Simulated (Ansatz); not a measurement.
**A computed series for LiCl: response to strain**

The reference is LiCl in the rock salt structure (space group Fm-3m, No. 225; a = 5.064 Å). Axes: x, y, z lie along the cube axes.

Strains are applied to the cell and any free atomic positions relax; under biaxial strain the out-of-plane vector relaxes too.

Method: Kohn–Sham DFT with the PBEsol functional, run in Ansatz (a program for electronic structure) with PAW and 420 eV plane waves, spin-orbit coupling left out.

Notes on the quantities. energy relative to the base: free energy F.

```csv
variant,energy relative to the base,out-of-plane strain
base,0 meV/atom,–
"biaxial strain −3.00 %, plane normal [001], relaxed out of plane",+7.3 meV/atom,?
"biaxial strain −2.50 %, plane normal [001], relaxed out of plane",+5.0 meV/atom,+1.76 %
"biaxial strain −1.50 %, plane normal [001], relaxed out of plane",?,?
"biaxial strain −1.00 %, plane normal [001], relaxed out of plane",+0.7 meV/atom,+0.68 %
"biaxial strain +0.50 %, plane normal [001], relaxed out of plane",+0.2 meV/atom,-0.33 %
"biaxial strain +1.00 %, plane normal [001], relaxed out of plane",+0.7 meV/atom,-0.65 %
"biaxial strain +1.50 %, plane normal [001], relaxed out of plane",+1.5 meV/atom,?
"biaxial strain +2.00 %, plane normal [001], relaxed out of plane",+2.6 meV/atom,-1.27 %
"biaxial strain +3.00 %, plane normal [001], relaxed out of plane",+5.6 meV/atom,-1.86 %
```

Problem. Some entries are withheld; estimate them.

Solution. 
- biaxial strain −3.00 %, plane normal [001], relaxed out of plane, out-of-plane strain: +2.13 %
- biaxial strain −1.50 %, plane normal [001], relaxed out of plane, energy relative to the base: +1.7 meV/atom
- biaxial strain −1.50 %, plane normal [001], relaxed out of plane, out-of-plane strain: +1.03 %
- biaxial strain +1.50 %, plane normal [001], relaxed out of plane, out-of-plane strain: -0.96 %

Stability against distortions was not tested.
